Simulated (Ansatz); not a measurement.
## Phase order of As (with spin–orbit coupling)

Structure types of As are relaxed in primitive cells with their symmetry kept at 0 GPa, first on PAW files, then by LAPW. The enthalpy is E + pV at zero temperature, without zero-point motion. Only the types listed were tried, and differences under about 5 meV/atom are mesh noise. The real phase may be another.

Computed with Ansatz 0.2.0; functional PBE, with spin–orbit coupling. Settings: Fermi–Dirac smearing of 0.05 eV, no spin polarisation. Methods: LAPW: all electrons, basis error target 0.5 meV/atom; PAW: frozen-core files, cutoff 420 eV.

k meshes: fcc 17×17×17, bcc 17×17×17, hcp 16×16×9, sc 15×15×15, diamond 12×12×12.

Task: Order the types by LAPW enthalpy, lowest first.
A. hcp
B. sc
C. diamond
D. bcc
E. fcc

Result: B (0 meV/atom), C (193 meV/atom), D (330 meV/atom), A (387 meV/atom), E (430 meV/atom).

```json
{"start type": "fcc", "ends as": "fcc, Fm-3m", "a, b, c (Å)": "4.262, 4.262, 4.262", "V (Å³/atom)": "19.35", "H − H(lowest), LAPW (meV/atom)": "430.3", "same, PAW": "430.5"}
{"start type": "bcc", "ends as": "bcc, Im-3m", "a, b, c (Å)": "3.368, 3.368, 3.368", "V (Å³/atom)": "19.10", "H − H(lowest), LAPW (meV/atom)": "330.2", "same, PAW": "330.4"}
{"start type": "hcp", "ends as": "hcp, P6_3/mmc", "a, b, c (Å)": "3.055, 3.055, 4.763", "V (Å³/atom)": "19.25", "H − H(lowest), LAPW (meV/atom)": "387.0", "same, PAW": "387.2"}
{"start type": "sc", "ends as": "sc, Pm-3m", "a, b, c (Å)": "2.729, 2.729, 2.729", "V (Å³/atom)": "20.33", "H − H(lowest), LAPW (meV/atom)": "0.0", "same, PAW": "0.0"}
{"start type": "diamond", "ends as": "diamond, Fd-3m", "a, b, c (Å)": "6.109, 6.109, 6.109", "V (Å³/atom)": "28.50", "H − H(lowest), LAPW (meV/atom)": "193.4", "same, PAW": "193.0"}
```
